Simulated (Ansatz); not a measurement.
Planning a run of Ansatz 0.2.0 on ZnSe (Stilleite). The input:

```yaml
crystal:
  lattice:
    - [0.0, 2.8338, 2.8338]
    - [2.8338, 0.0, 2.8338]
    - [2.8338, 2.8338, 0.0]
  atoms:
    - { symbol: Zn, position: [0.0, 0.0, 0.0] }
    - { symbol: Se, position: [0.25, 0.25, 0.25] }
kpoints:
  mp_grid: { grid: [4, 4, 4] }
  band_path:
    path:
      - [0.0, 0.0, 0.0]
      - [-0.5, -0.5, 0.0]
      - [-0.375, -0.375, 0.25]
      - [-0.375, 0.0, 0.375]
      - [0.0, 0.0, 0.5]
      - [-0.5, -0.25, 0.25]
    npoints: 1
hamiltonian:
  xc: hse06
scf:
  occupations: { method: fixed }
  n_extra_bands: 8
magnetization:
  noncollinear: true
  spin_orbit: true
output:
  eigenvalues: true
```

```sh
ansatz run input.yaml --threads 3 --pin off --max-ram 92160MiB --backend cuda --events-out ev --progress --plain --runs-dir out --devices 1 --max-vram 13GiB  # rebuilt from the run's record
```

Q: How long will it take on 1 × NVIDIA H100 80GB HBM3 (shared by 6 runs) with 3 threads of AMD EPYC 7R13 (Zen 3), shared host, and how much memory?

It took 24 s; on shared hardware allow 12 s to 47 s. Peak host memory was 1.3 GiB. The sizes that set the cost: 893 plane waves a state, 8 irreducible k points and 17 SCF cycles.

Exact exchange couples every pair of k points and filled bands, so it costs far more than a semilocal run.

[Paths, hosts, dates, memory and timing lines, banners, echoed tables and standing remarks are left out of the program output.]

[Logs are printed without paths, hosts, clocks, repeated set-up lines and the standing remarks that a program may print on its own settings, such as how far it seeks lower states.]

[Runs of the session that timed out or met a known fault of the program may be left out.]

[Cells called generated may have been cut or substituted from an entry of the Crystallography Open Database or the Materials Project.]

[Hosts, paths, dates, database ids (printed as entryN), source tags and the programs' standing remarks are cut or masked in the printed files.]
